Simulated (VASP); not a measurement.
A series in volume scale on SiC

All results are calculated (VASP 6.6.1). RPA total energy (exact exchange plus RPA correlation) on Kohn-Sham orbitals over scaled volumes of the cell given; energies count from the value at scale 1 or the largest scale; program VASP.

The cell before it is scaled or strained (space group F-43m, No. 216):
```
CELL_PARAMETERS angstrom
0.00000 2.17900 2.17900
2.17900 0.00000 2.17900
2.17900 2.17900 0.00000
ATOMIC_POSITIONS crystal
Si 0.00000 0.00000 0.00000
C 0.25000 0.25000 0.25000
```

Settings of every row: orbitals functional PBE; datasets GW family; wave cutoff 538.2 eV; k mesh 4x4x4; response cutoff 358.8 eV; long wavelength term neglected; exchange cutoff 621 eV; frequency points 12; coulomb kernel bare; route quartic.

Potential name: Si_GW, C_GW

Limits: coarse mesh, values belong to these settings and can lie far from the converged crystal; the count of empty bands follows the volume.

| row | volume scale | V (Å³/atom) | total energy with exact exchange (eV, a cell) | energy of the functional (eV, a cell) | RPA energy (eV, a cell) |
| --- | --- | --- | --- | --- | --- |
| 1 | 0.92 | 9.518 | 0.10688 | 0.14684 | 0.12198 |
| 2 | 0.96 | 9.932 | 0.02231 | 0.04475 | 0.03251 |
| 3 | 1 | 10.346 | 0 | 0 | 0 |
| 4 | 1.04 | 10.76 | 0.0293 | 0.00235 | 0.0148 |
| 5 | 1.08 | 11.174 | ? | ? | ? |

Question: what total energy with exact exchange and energy of the functional should row 5 give?

Worked fit of total energy with exact exchange. Take u = (V_r/V)^(2/3) − 1 with V_r = 10.139 Å³ an atom, which is twice the finite (Eulerian) strain; such expansions in the strain, on which the Birch-Murnaghan equation of state is built, carry the rest volume and the bulk modulus. The shown rows have u = 0.04304, 0.01385, -0.01338, -0.03886. Least squares give total energy with exact exchange = 0.004098 + 0.79325 × u + 37.073 × u² eV; a straight line predicts inner rows, each left out in turn, worse (root mean square 0.039 against 0.00026 eV). The rows lie off it by -0.00004, 0.00011, -0.00012, 0.00004 (root mean square 8.6e-05 eV). The withheld row has u = -0.06275, so the fit gives 0.004098 + 0.79325 × (-0.06275) + 37.073 × (-0.06275)² = 0.10030 eV.

The calculation gave 0.10158 eV. The fit lies 0.00128 eV (1.3 % of the value, 1.2 % of the column's range) below it; its largest miss of a shown row is 0.00012 eV. This row lies beyond the range of the fit.

Worked fit of energy of the functional. Take u = (V_r/V)^(2/3) − 1 with V_r = 10.139 Å³ an atom, which is twice the finite (Eulerian) strain; such expansions in the strain, on which the Birch-Murnaghan equation of state is built, carry the rest volume and the bulk modulus. The shown rows have u = 0.04304, 0.01385, -0.01338, -0.03886. Least squares give energy of the functional = 0.015894 + 1.62686 × u + 32.8918 × u² eV; a straight line predicts inner rows, each left out in turn, worse (root mean square 0.035 against 3.3e-05 eV). The rows lie off it by 0.00000, 0.00001, -0.00002, 0.00001. The withheld row has u = -0.06275, so the fit gives 0.015894 + 1.62686 × (-0.06275) + 32.8918 × (-0.06275)² = 0.04332 eV.

The calculation gave 0.04359 eV. The fit lies 0.00027 eV (0.18 % of the column's range) below it; its largest miss of a shown row is 0.00002 eV. This row lies beyond the range of the fit.

The other values of row 5: RPA energy 0.06908 eV.
